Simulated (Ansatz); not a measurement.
Relaxing SnSe2

Level of theory: DFT PBEsol, scalar-relativistic, plane waves, PAW in Ansatz 0.2.0. (420 eV cutoff, 12×12×6 k-mesh, Gaussian smearing of 0.02 eV, no spin polarisation)

What was changed: biaxial strain in the a-b plane, c and atoms relaxed: +6.0 %.

Command:

```bash
ansatz run input.yaml --threads 1 --pin off --max-ram 2560MiB --backend cpu --events-out ev --progress --plain --runs-dir out
```

Input:

```yaml
crystal:
  lattice:
    - [4.0464956633, 0.0, 0.0]
    - [-2.0232478317, 3.5043680407, 0.0]
    - [0.0, 0.0, 5.933107517]
  atoms:
    - { symbol: Sn, position: [0.0, 0.0, 0.0] }
    - { symbol: Se, position: [0.6666666667, 0.3333333333, 0.7327602496] }
    - { symbol: Se, position: [0.3333333333, 0.6666666667, 0.2672397504] }
basis:
  ecutwfc: 420
kpoints:
  mp_grid: { grid: [12, 12, 6] }
hamiltonian:
  xc: pbesol
scf:
  occupations: { method: gaussian, width: 0.02 }
output:
  forces: true
  stress: true
  eigenvalues: true
relax:
  adjacent_minimum: "off"
  f_tol: 0.008
  max_steps: 40
  cell: { stress_tol: 0.015, fix: [a, b, gamma] }
```

F is the free energy. Steps run on the plane waves of an earlier cell, but the last one, and at times one on the way, on a freshly chosen basis, so a repeated geometry can differ a little in energy. The held parts of the cell keep their stress, so P needn't end at zero.

At step 2 the energy rises: a step can overshoot before the optimiser corrects it.

Steps:

```
step F − F(1) (eV) largest force component (eV/Å) V (Å³/atom) P (GPa)
   1         0.0000                           0.472       28.045    -5.70
   2         0.0079                           0.656       27.054    -1.31
   3        -0.0420                           0.064       27.563    -4.19
   4        -0.0528                           0.050       26.880    -3.52
   5        -0.0623                           0.072       25.832    -2.68
   6        -0.0629                           0.029       25.810    -2.79
   7        -0.0630                           0.001       25.817    -2.89
   8        -0.0631                           0.000       25.788    -2.87
   9        -0.0631                           0.000       25.772    -2.85
  10        -0.0621                           0.001       25.772    -2.86
```

Relaxed structure:

```xyz
3
Lattice="4.0465 0.0000 0.0000 -2.0232 3.5044 0.0000 0.0000 0.0000 5.4523" Properties=species:S:1:pos:R:3 pbc="T T T"
Sn    0.0000    0.0000    0.0000
Se    2.0232    1.1681    3.9402
Se    0.0000    2.3362    1.5121
```

The structure is trigonal, space group P-3m1 (No. 164). The conventional cell has a = 4.046 Å, b = 4.046 Å, c = 5.452 Å, α = 90.00°, β = 90.00°, γ = 120.00°. Sn (site symmetry -3m) is surrounded by 6 Se at 2.78 Å. Se (site symmetry 3m) has 3 Sn at 2.78 Å as nearest neighbours.

The run converged. Time: 2.1 min on 1 thread of Arm Neoverse V2 (shared host), peak memory 0.48 GiB.